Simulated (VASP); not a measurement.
# SnO in VASP: a series of runs, part 2 of 2

VASP 6.6.1.

### Step 5. Single point, PBE

This run uses another cell than the first one, of 38.38 Å³/atom, 0.605 times its volume.

INCAR

```
PREC = Accurate
ENCUT = 460
EDIFF = 1E-7
ISMEAR = 0
SIGMA = 0.05
LREAL = False
LASPH = True
NELM = 120
ALGO = Normal
ISIF = 2
LWAVE = False
LCHARG = False
LDIPOL = True
IDIPOL = 3
DIPOL = 0.5 0.5 0.500
GGA = PE
NBANDS = 32
LVHAR = True
LVACPOTAV = True
```

KPOINTS

```
Automatic mesh
0
Gamma
  8 8 1
```

POSCAR

```
SnO
1.0
    3.7986313300      0.0000000000      0.0000000000
   -0.5079724300      3.7645137800      0.0000000000
    0.0000000000      0.0000000000     10.7355200000
Sn O
2 2
Direct
    0.0000000000      0.0000000000      0.3741486207
    0.4410000000      0.5590000000      0.6289588208
    0.0700000000      0.5700000000      0.4984462793
    0.4300000000      0.9300000000      0.4984462793
```

Potentials or basis: VASP PAW PBE potentials, release 64 (Sn_d, O).

The run is started by

```console
$ cat potpaw_PBE.64/Sn_d/POTCAR potpaw_PBE.64/O/POTCAR > POTCAR
$ mpirun -np 1 vasp_std > vasp.out
```

OUTCAR:

```text
PREC = Accurate
   ENCUT = 460
   EDIFF = 1E-7
   ISMEAR = 0
   LREAL = False
   LASPH = True
   NELM = 120
   ISIF = 2
   GGA = PE

 Found     21 irreducible k-points:

 Following reciprocal coordinates:
            Coordinates               Weight
  0.000000  0.000000  0.000000      1.000000
  0.125000  0.000000  0.000000      4.000000
  0.250000  0.000000  0.000000      4.000000
  0.375000  0.000000  0.000000      4.000000
  0.500000  0.000000  0.000000      2.000000
  0.125000  0.125000  0.000000      2.000000
   k-points           NKPTS =     21   k-points in BZ     NKDIM =     21   number of bands    NBANDS=     32
   number of dos      NEDOS =    301   number of ions     NIONS =      4
   total plane-waves  NPLWV =  62720
   dimension x,y,z NGX =    28 NGY =   28 NGZ =   80
   dimension x,y,z NGXF=    56 NGYF=   56 NGZF=  160
   ions per type =               2   2
   NGX,Y,Z   is equivalent  to a cutoff of  12.25, 12.25, 12.39 a.u.
   NGXF,Y,Z  is equivalent  to a cutoff of  24.51, 24.51, 24.78 a.u.
 SYSTEM =  unknown system
   PREC   = accura    normal or accurate (medium, high low for compatibility)
   ISTART =      0    job   : 0-new  1-cont  2-samecut
   ICHARG =      2    charge: 1-file 2-atom 10-const
   ISPIN  =      1    spin polarized calculation?
   LNONCOLLINEAR =      F non collinear calculations
   LSORBIT =      F    spin-orbit coupling
   LASPH  =      T    aspherical Exc in radial PAW
   ENCUT  =  460.0 eV  33.81 Ry    5.81 a.u.   6.64  6.64 18.77*2*pi/ulx,y,z
   NELM   =    120;   NELMIN=  2; NELMDL= -5     # of ELM steps
   EDIFF  = 0.1E-06   stopping-criterion for ELM
   LREAL  =      F    real-space projection
   EDIFFG = 0.1E-05   stopping-criterion for IOM
   NSW    =      0    number of steps for IOM
   IBRION =     -1    ionic relax: 0-MD 1-quasi-New 2-CG
   NFREE  =      0    steps in history (QN), initial steepest desc. (CG)
   ISIF   =      2    stress and relaxation
   ISYM   =      2    0-nonsym 1-usesym 2-fastsym
   POTIM  = 0.5000    time-step for ionic-motion
   TEBEG  =    0.0;   TEEND  =   0.0 temperature during run
   PSTRESS=    0.0 pullay stress
   NELECT =      40.0000    total number of electrons
   NUPDOWN=      -1.0000    fix difference up-down
   EMIN   =  10.00;   EMAX   =-10.00  energy-range for DOS
   EFERMI =   0.00;   METHOD = LEGACY
   ISMEAR =     0;   SIGMA  =   0.05  broadening in eV -4-tet -1-fermi 0-gaus
   EFERMI_NEDOS =   21; number of points for ismear=-14 and -15
   IALGO  =     38    algorithm
   IMIX   =      4    mixing-type and parameters
     AMIX     =   0.40;   BMIX     =  1.00
     AMIX_MAG =   1.60;   BMIX_MAG =  1.00
  volume/ion in A,a.u.               =      38.38       259.00
  Fermi-wavevector in a.u.,A,eV,Ry     =   1.045623  1.975941 14.875623  1.093327
  Thomas-Fermi vector in A             =   2.180427
   LORBIT       =      0    0 simple, 1 ext, 2 COOP (PROOUT), +10 PAW based schemes
   GGA     = PE    functional components
   LHFCALC =     F    Hartree Fock is set to
   AEXX    =    0.0000 exact exchange contribution
   IVDW    =     0    specifies the selected vdW correction
   LEPSILON=     F    determine dielectric tensor
   LRPA    =     F    only Hartree local field effects (RPA)
 non-spin polarized calculation
 Gauss-broadening in eV      SIGMA  =   0.05
  energy-cutoff  :      460.00
  volume of cell :      153.52
 maximum number of plane-waves:      3459
   NGX = 13   NGY = 13   NGZ = 37

 dipolmoment           0.000000      0.000000     -0.000161 electrons x Angstroem

 number of electron      39.9999996 magnetization

 dipolmoment           0.000000      0.000000      0.001994 electrons x Angstroem

 Free energy of the ion-electron system (eV)
  ---------------------------------------------------
  ext. energy  EPLUGINS =         0.00000000
  ---------------------------------------------------
  free energy    TOTEN  =       -18.74905949 eV

  energy without entropy =      -18.74791447  energy(sigma->0) =      -18.74848698

 E-fermi :   2.0307     XC(G=0):  -5.9676

 val. band max:        2.0028861282   @ k =  -0.2500   0.2500   0.0000
 cond. band min:       2.0350985375   @ k =   0.5000   0.5000   0.0000
 fundamental gap:      0.0322124093
 Fermi energy:         2.0306920440

 k-point     1 :       0.0000    0.0000    0.0000
  band No.  band energies     occupation
      1     -20.9104      2.00000
      2     -20.5609      2.00000
      3     -20.3778      2.00000
      4     -20.3476      2.00000
      5     -20.3251      2.00000
      6     -20.3170      2.00000
[... 24 lines left out ...]
     31       9.9760      0.00000
     32      10.6012      0.00000

 k-point     2 :       0.1250    0.0000    0.0000
  band No.  band energies     occupation
      1     -20.9236      2.00000
      2     -20.5521      2.00000
      3     -20.3737      2.00000
      4     -20.3490      2.00000
      5     -20.3255      2.00000
      6     -20.3186      2.00000
[... 24 lines left out ...]
     31      10.5780      0.00000
     32      10.9446      0.00000

 k-point     3 :       0.2500    0.0000    0.0000
  band No.  band energies     occupation
      1     -20.9528      2.00000
      2     -20.5348      2.00000
      3     -20.3654      2.00000
      4     -20.3525      2.00000
      5     -20.3258      2.00000
      6     -20.3218      2.00000
[... 24 lines left out ...]
     31      10.3843      0.00000
     32      10.8251      0.00000

 k-point     4 :       0.3750    0.0000    0.0000
  band No.  band energies     occupation
      1     -20.9792      2.00000
      2     -20.5229      2.00000
      3     -20.3612      2.00000
      4     -20.3549      2.00000
      5     -20.3262      2.00000
      6     -20.3217      2.00000
[... 24 lines left out ...]
     31      10.5834      0.00000
     32      10.9129      0.00000

 k-point     5 :       0.5000    0.0000    0.0000
  band No.  band energies     occupation
      1     -20.9896      2.00000
      2     -20.5195      2.00000
      3     -20.3613      2.00000
      4     -20.3547      2.00000
      5     -20.3268      2.00000
      6     -20.3202      2.00000
[... 24 lines left out ...]
     31      10.6162      0.00000
     32      10.9362      0.00000

 k-point     6 :       0.1250    0.1250    0.0000
  band No.  band energies     occupation
      1     -20.9383      2.00000
      2     -20.5375      2.00000
      3     -20.3702      2.00000
      4     -20.3508      2.00000
      5     -20.3221      2.00000
      6     -20.3171      2.00000
[... 24 lines left out ...]
     31      10.8015      0.00000
     32      11.2566      0.00000

 [... further k-points ...]

------------------------ aborting loop because EDIFF is reached ----------------------------------------

  FORCE on cell =-STRESS in cart. coord.  units (eV):
  Direction    XX          YY          ZZ          XY          YZ          ZX
  --------------------------------------------------------------------------------------
  -------------------------------------------------------------------------------------
  Total        6.5012224      8.7148911     -1.0648494      8.2025970     -2.7869033      3.1882067
  in kB       67.8494736     90.9522450    -11.1132137     85.6057297    -29.0852870     33.2734573
  external PRESSURE =      49.2295016 kB  Pullay stress =       0.0000000 kB

 VOLUME and BASIS-vectors are now :
 -----------------------------------------------------------------------------
  energy-cutoff  :      460.00
  volume of cell :      153.52
      direct lattice vectors                 reciprocal lattice vectors
     3.798631330  0.000000000  0.000000000     0.263252712  0.035522548  0.000000000
    -0.507972430  3.764513780  0.000000000     0.000000000  0.265638555  0.000000000
     0.000000000  0.000000000 10.735520000     0.000000000  0.000000000  0.093148725

 POSITION                                       TOTAL-FORCE (eV/Angst)
 -----------------------------------------------------------------------------------
      0.00000      0.00000      4.01668        -0.720428      0.629744      1.409804
      1.39124      2.10436      6.75220         1.589913     -1.389784      0.748158
     -0.02364      2.14577      5.35108        -6.568880     -6.637433     -1.078981
      1.16100      3.50100      5.35108         5.699395      7.397472     -1.078981
 -----------------------------------------------------------------------------------
    total drift:                                0.000673     -0.000588      0.001749

  FREE ENERGIE OF THE ION-ELECTRON SYSTEM (eV)
  ---------------------------------------------------
  free  energy   TOTEN  =       -18.7490594939 eV

  energy  without entropy=      -18.7479144669  energy(sigma->0) =      -18.74848698
```

stdout:

```text
POSCAR found type information on POSCAR SnO
 POSCAR found :  2 types and       4 ions
 scaLAPACK will be used
 LDA part: xc-table for (Slater+PW92), standard interpolation
 POSCAR, INCAR and KPOINTS ok, starting setup
 FFT: planning ... GRIDC
[... 27 lines left out ...]
|           W    W  A    A  R    R  N    N  II  N    N   GGGG   !!!           |
|                                                                             |
|     Did not find any points to average over, which means that no vacuum     |
|     field-free region was found. Please increase the size of  your cell     |
|     in the dimension of the dipole correction to obtain accurate            |
|     workfunction values.                                                    |
|                                                                             |
 -----------------------------------------------------------------------------
```

Run time: 48 s. Hardware: 1 thread of Intel Xeon 6975P-C (Granite Rapids), shared host; peak memory 0.27 GiB.

These settings aren't checked as converged: the numbers below hold their error.

Results:

```yaml
Free_energy: -18.7491 eV
Largest_force: 9.401 eV/Å
Band_gap_on_the_k_mesh: 0.03 eV, indirect (least direct gap 0.26 eV)
```

Caveat: the cutoff is under 1.25 times the usual one of these potentials, so pressure, stress and relaxed cells hold a basis-set (Pulay) error; spin-orbit coupling is left out, which moves the levels of the heavy elements.
